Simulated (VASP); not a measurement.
# RbBr (Fm-3m) in VASP: further runs

The runs below take RbBr through single point, with PBE.

Everything below comes from runs of VASP 6.6.1. Logs are shortened: lines on timing, memory, paths and dates and some standing lists are left out, and cuts for length are marked.

### 1 Starting point

It takes space group Fm-3m (No. 225, cubic). The conventional cell has a = 6.855 Å, b = 6.855 Å, c = 6.855 Å, α = 90.00°, β = 90.00°, γ = 90.00°. Rb (site symmetry m-3m) has 6 Br at 3.43 Å as nearest neighbours. Around Br (site symmetry m-3m) lie 6 Rb at 3.43 Å.

### 2 Single point, PBE

File INCAR:

```
SYSTEM = RbBr
PREC = Accurate ; ENCUT = 520
EDIFF = 1E-6 ; ISMEAR = -1
SIGMA = 0.02 ; LREAL = .False.
LASPH = .True. ; NELM = 80
ALGO = Fast ; ISIF = 2
LWAVE = .False. ; LCHARG = .False.
GGA = PE ; NBANDS = 15
```

File KPOINTS:

```
regular mesh
0
Gamma
  6 6 6
  0 0 0
```

File POSCAR:

```
RbBr
1.0
    0.0000000000      3.4275000000      3.4275000000
    3.4275000000      0.0000000000      3.4275000000
    3.4275000000      3.4275000000      0.0000000000
Rb Br
1 1
Direct
    0.0000000000      0.0000000000      0.0000000000
    0.5000000000      0.5000000000      0.5000000000
```

Potentials or basis: VASP PAW PBE potentials, release 64 (Rb_sv, Br).

Started as:

```
cat potpaw_PBE.64/Rb_sv/POTCAR potpaw_PBE.64/Br/POTCAR > POTCAR
mpirun -np 1 vasp_std > vasp.out
```

OUTCAR:

```text
SYSTEM = RbBr
   PREC = Accurate
   ENCUT = 520
   EDIFF = 1E-6
   ISMEAR = -1
   LREAL = .False.
   LASPH = .True.
   NELM = 80
   ISIF = 2
   GGA = PE

 ion  position               nearest neighbor table
   1  0.000  0.000  0.000-   2 3.43   2 3.43   2 3.43   2 3.43   2 3.43   2 3.43
   2  0.500  0.500  0.500-   1 3.43   1 3.43   1 3.43   1 3.43   1 3.43   1 3.43

  LATTYP: Found a face centered cubic cell.
 ALAT       =     6.8550000000

  Lattice vectors:

 A1 = (   0.0000000000,   3.4275000000,   3.4275000000)
 A2 = (   3.4275000000,   0.0000000000,   3.4275000000)
 A3 = (   3.4275000000,   3.4275000000,   0.0000000000)

Analysis of symmetry for initial positions (statically):
=====================================================================
 Subroutine PRICEL returns:
 Original cell was already a primitive cell.

 Routine SETGRP: Setting up the symmetry group for a
 face centered cubic supercell.

 Subroutine GETGRP returns: Found 48 space group operations
 (whereof 48 operations were pure point group operations)
 out of a pool of 48 trial point group operations.

The static configuration has the point symmetry O_h .

Analysis of symmetry for dynamics (positions and initial velocities):
=====================================================================
 Subroutine PRICEL returns:
 Original cell was already a primitive cell.

 Routine SETGRP: Setting up the symmetry group for a
 face centered cubic supercell.

 Subroutine GETGRP returns: Found 48 space group operations
 (whereof 48 operations were pure point group operations)
 out of a pool of 48 trial point group operations.

The dynamic configuration has the point symmetry O_h .

 Subroutine INISYM returns: Found 48 space group operations
 (whereof 48 operations are pure point group operations),
 and found     1 'primitive' translations

----------------------------------------------------------------------------------------

                                     Primitive cell

  volume of cell :      80.5309

  direct lattice vectors                    reciprocal lattice vectors
     0.000000000  3.427500000  3.427500000    -0.145878920  0.145878920  0.145878920
     3.427500000  0.000000000  3.427500000     0.145878920 -0.145878920  0.145878920
     3.427500000  3.427500000  0.000000000     0.145878920  0.145878920 -0.145878920

  length of vectors
     4.847216985  4.847216985  4.847216985     0.252669702  0.252669702  0.252669702

  position of ions in fractional coordinates (direct lattice)
     0.000000000  0.000000000  0.000000000
     0.500000000  0.500000000  0.500000000

  ion indices of the primitive-cell ions
   primitive index   ion index
                 1           1
                 2           2

----------------------------------------------------------------------------------------

 KPOINTS: regular mesh

Automatic generation of k-mesh.
 Grid dimensions read from file:
 generate k-points for:    6    6    6

 Generating k-lattice:

  Cartesian coordinates                     Fractional coordinates (reciprocal lattice)
    -0.024313153  0.024313153  0.024313153     0.166666667  0.000000000  0.000000000
     0.024313153 -0.024313153  0.024313153     0.000000000  0.166666667  0.000000000
     0.024313153  0.024313153 -0.024313153     0.000000000  0.000000000  0.166666667

  Length of vectors
     0.042111617  0.042111617  0.042111617

  Shift w.r.t. Gamma in fractional coordinates (k-lattice)
     0.000000000  0.000000000  0.000000000

 Subroutine IBZKPT returns following result:
 ===========================================

 Found     16 irreducible k-points:

 Following reciprocal coordinates:
            Coordinates               Weight
  0.000000  0.000000  0.000000      1.000000
  0.166667  0.000000  0.000000      8.000000
  0.333333  0.000000  0.000000      8.000000
  0.500000  0.000000  0.000000      4.000000
  0.166667  0.166667  0.000000      6.000000
  0.333333  0.166667  0.000000     24.000000
[... 8 lines left out ...]
 -0.333333  0.333333  0.166667     24.000000
 -0.333333  0.500000  0.166667     12.000000
   k-points           NKPTS =     16   k-points in BZ     NKDIM =     16   number of bands    NBANDS=     15
   number of dos      NEDOS =    301   number of ions     NIONS =      2
   total plane-waves  NPLWV =  46656
   dimension x,y,z NGX =    36 NGY =   36 NGZ =   36
   dimension x,y,z NGXF=    72 NGYF=   72 NGZF=   72
   ions per type =               1   1
   NGX,Y,Z   is equivalent  to a cutoff of  12.35, 12.35, 12.35 a.u.
   NGXF,Y,Z  is equivalent  to a cutoff of  24.69, 24.69, 24.69 a.u.
 SYSTEM =  RbBr
   PREC   = accura    normal or accurate (medium, high low for compatibility)
   ISTART =      0    job   : 0-new  1-cont  2-samecut
   ICHARG =      2    charge: 1-file 2-atom 10-const
   ISPIN  =      1    spin polarized calculation?
   LNONCOLLINEAR =      F non collinear calculations
   LSORBIT =      F    spin-orbit coupling
   LASPH  =      T    aspherical Exc in radial PAW
   ENCUT  =  520.0 eV  38.22 Ry    6.18 a.u.   9.01  9.01  9.01*2*pi/ulx,y,z
   NELM   =     80;   NELMIN=  2; NELMDL= -5     # of ELM steps
   EDIFF  = 0.1E-05   stopping-criterion for ELM
   LREAL  =      F    real-space projection
   EDIFFG = 0.1E-04   stopping-criterion for IOM
   NSW    =      0    number of steps for IOM
   IBRION =     -1    ionic relax: 0-MD 1-quasi-New 2-CG
   NFREE  =      0    steps in history (QN), initial steepest desc. (CG)
   ISIF   =      2    stress and relaxation
   ISYM   =      2    0-nonsym 1-usesym 2-fastsym
   POTIM  = 0.5000    time-step for ionic-motion
   TEBEG  =    0.0;   TEEND  =   0.0 temperature during run
   PSTRESS=    0.0 pullay stress
   NELECT =      16.0000    total number of electrons
   NUPDOWN=      -1.0000    fix difference up-down
   EMIN   =  10.00;   EMAX   =-10.00  energy-range for DOS
   EFERMI =   0.00;   METHOD = LEGACY
   ISMEAR =    -1;   SIGMA  =   0.02  broadening in eV -4-tet -1-fermi 0-gaus
   EFERMI_NEDOS =   21; number of points for ismear=-14 and -15
   IALGO  =     68    algorithm
   IMIX   =      4    mixing-type and parameters
     AMIX     =   0.40;   BMIX     =  1.00
     AMIX_MAG =   1.60;   BMIX_MAG =  1.00
  volume/ion in A,a.u.               =      40.27       271.72
  Fermi-wavevector in a.u.,A,eV,Ry     =   0.955273  1.805204 12.415941  0.912546
  Thomas-Fermi vector in A             =   2.084095
   LORBIT       =      0    0 simple, 1 ext, 2 COOP (PROOUT), +10 PAW based schemes
   GGA     = PE    functional components
   LHFCALC =     F    Hartree Fock is set to
   AEXX    =    0.0000 exact exchange contribution
   IVDW    =     0    specifies the selected vdW correction
   LEPSILON=     F    determine dielectric tensor
   LRPA    =     F    only Hartree local field effects (RPA)
 non-spin polarized calculation
 RMM-DIIS sequential band-by-band and
  energy-cutoff  :      520.00
  volume of cell :       80.53
 maximum number of plane-waves:      2200
   NGX = 17   NGY = 17   NGZ = 17

 number of electron      15.9999999 magnetization

 Free energy of the ion-electron system (eV)
  ---------------------------------------------------
  ext. energy  EPLUGINS =         0.00000000
  ---------------------------------------------------
  free energy    TOTEN  =        -6.09756344 eV

  energy without entropy =       -6.09756344  energy(sigma->0) =       -6.09756344

 E-fermi :  -1.2522     XC(G=0):  -7.2318

 val. band max:       -1.7537086691   @ k =   0.0000   0.0000   0.0000
 cond. band min:       2.6074860478   @ k =   0.0000   0.0000   0.0000
 fundamental gap:      4.3611947169
 Fermi energy:        -1.2521898647

 k-point     1 :       0.0000    0.0000    0.0000
  band No.  band energies     occupation
      1     -26.1691      2.00000
      2     -13.9342      2.00000
      3     -10.2459      2.00000
      4     -10.2459      2.00000
      5     -10.2459      2.00000
      6      -1.7537      2.00000
      7      -1.7537      2.00000
      8      -1.7537      2.00000
      9       2.6075      0.00000
     10       5.5255      0.00000
     11       5.5255      0.00000
     12       5.5255      0.00000
     13       6.4135      0.00000
     14       6.4135      0.00000
     15       9.2388      0.00000

 k-point     2 :       0.1667    0.0000    0.0000
  band No.  band energies     occupation
      1     -26.1667      2.00000
      2     -13.9450      2.00000
      3     -10.2478      2.00000
      4     -10.2478      2.00000
      5     -10.2338      2.00000
      6      -2.0577      2.00000
      7      -1.8486      2.00000
      8      -1.8486      2.00000
      9       3.2473      0.00000
     10       5.3936      0.00000
     11       5.8539      0.00000
     12       5.8539      0.00000
     13       6.8204      0.00000
     14       6.8204      0.00000
     15      10.2325      0.00000

 k-point     3 :       0.3333    0.0000    0.0000
  band No.  band energies     occupation
      1     -26.1620      2.00000
      2     -13.9662      2.00000
      3     -10.2516      2.00000
      4     -10.2516      2.00000
      5     -10.2100      2.00000
      6      -2.5397      2.00000
      7      -2.0259      2.00000
      8      -2.0259      2.00000
      9       4.4946      0.00000
     10       5.5504      0.00000
     11       6.7683      0.00000
     12       6.7683      0.00000
     13       7.8378      0.00000
     14       7.8378      0.00000
     15       9.8288      0.00000
[... 199 lines left out ...]
 k-point    15 :      -0.3333    0.3333    0.1667
  band No.  band energies     occupation
      1     -26.1576      2.00000
      2     -13.9258      2.00000
      3     -10.3437      2.00000
      4     -10.3352      2.00000
      5     -10.2276      2.00000
      6      -2.3960      2.00000
      7      -2.1041      2.00000
      8      -2.0816      2.00000
      9       5.2789      0.00000
     10       5.4937      0.00000
     11       6.7956      0.00000
     12       7.0477      0.00000
     13       8.4540      0.00000
     14       9.1565      0.00000
     15       9.3801      0.00000

 k-point    16 :      -0.3333    0.5000    0.1667
  band No.  band energies     occupation
      1     -26.1569      2.00000
      2     -13.9015      2.00000
      3     -10.4004      2.00000
      4     -10.3453      2.00000
      5     -10.2501      2.00000
      6      -2.1712      2.00000
      7      -2.1666      2.00000
      8      -2.0173      2.00000
      9       4.5569      0.00000
     10       6.1123      0.00000
     11       6.2315      0.00000
     12       7.1876      0.00000
     13       8.2329      0.00000
     14       9.1076      0.00000
     15       9.5918      0.00000

------------------------ aborting loop because EDIFF is reached ----------------------------------------

  FORCE on cell =-STRESS in cart. coord.  units (eV):
  Direction    XX          YY          ZZ          XY          YZ          ZX
  --------------------------------------------------------------------------------------
  -------------------------------------------------------------------------------------
  Total        0.5120251      0.5120251      0.5120251     -0.0000000      0.0000000      0.0000000
  in kB       10.1868386     10.1868386     10.1868386     -0.0000000      0.0000000      0.0000000
  external PRESSURE =      10.1868386 kB  Pullay stress =       0.0000000 kB

 VOLUME and BASIS-vectors are now :
 -----------------------------------------------------------------------------
  energy-cutoff  :      520.00
  volume of cell :       80.53
      direct lattice vectors                 reciprocal lattice vectors
     0.000000000  3.427500000  3.427500000    -0.145878920  0.145878920  0.145878920
     3.427500000  0.000000000  3.427500000     0.145878920 -0.145878920  0.145878920
     3.427500000  3.427500000  0.000000000     0.145878920  0.145878920 -0.145878920

 POSITION                                       TOTAL-FORCE (eV/Angst)
 -----------------------------------------------------------------------------------
      0.00000      0.00000      0.00000         0.000000     -0.000000      0.000000
      3.42750      3.42750      3.42750        -0.000000      0.000000     -0.000000
 -----------------------------------------------------------------------------------
    total drift:                                0.000000      0.000000      0.000000

  FREE ENERGIE OF THE ION-ELECTRON SYSTEM (eV)
  ---------------------------------------------------
  free  energy   TOTEN  =        -6.0975634362 eV

  energy  without entropy=       -6.0975634362  energy(sigma->0) =       -6.09756344
```

Run time: 13 s. Hardware: 1 thread of Intel Xeon 6975P-C (Granite Rapids), shared host; peak memory 0.2 GiB.

What came out:

```yaml
Free_energy: -6.0976 eV
Pressure: 1.0 GPa
Band_gap_on_the_k_mesh: 4.36 eV, direct
```

Expect the measured gap to be larger: semilocal functionals such as PBE lack the derivative discontinuity.

### 3 Single point, PBE (volume scaled by 0.98)

File INCAR:

```
PREC = Accurate
ENCUT = 520
EDIFF = 1E-6
ISMEAR = -1
SIGMA = 0.02
LREAL = False
LASPH = True
NELM = 100
ALGO = Fast
ISIF = 2
LWAVE = False
LCHARG = False
GGA = PE
NBANDS = 15
```

File KPOINTS:

```
regular mesh
0
Gamma
  6 6 6
```

File POSCAR:

```
RbBr
1.0
    0.0000000000      3.4044959512      3.4044959512
    3.4044959512      0.0000000000      3.4044959512
    3.4044959512      3.4044959512      0.0000000000
Rb Br
1 1
Direct
    0.0000000000      0.0000000000      0.0000000000
    0.5000000000      0.5000000000      0.5000000000
```

Potentials or basis: VASP PAW PBE potentials, release 64 (Rb_sv, Br).

Started as:

```
cat potpaw_PBE.64/Rb_sv/POTCAR potpaw_PBE.64/Br/POTCAR > POTCAR
mpirun -np 1 vasp_std > vasp.out
```

It took 12 s on 1 thread of Intel Xeon 6975P-C (Granite Rapids), shared host; peak memory 0.2 GiB.

It converged, with:

```
Free energy            : -6.0855 eV
Pressure               : 1.4 GPa
Band gap on the k mesh : 4.41 eV, direct
```

Levels at points of the mesh, in eV from the valence-band top:
```tsv
k point	band 4	band 5	band 6	band 7	band 8	band 9	band 10	band 11	band 12	band 13
(0.00, 0.00, 0.00)	-8.45	-8.45	0.00	0.00	0.00	4.41	7.28	7.28	7.28	8.19
(0.50, 0.00, 0.00)	-8.46	-8.40	-1.02	-0.37	-0.37	6.86	7.79	9.55	9.55	10.23
(0.50, 0.50, 0.00)	-8.53	-8.53	-0.48	-0.16	-0.16	5.59	7.21	9.24	9.31	9.52
```
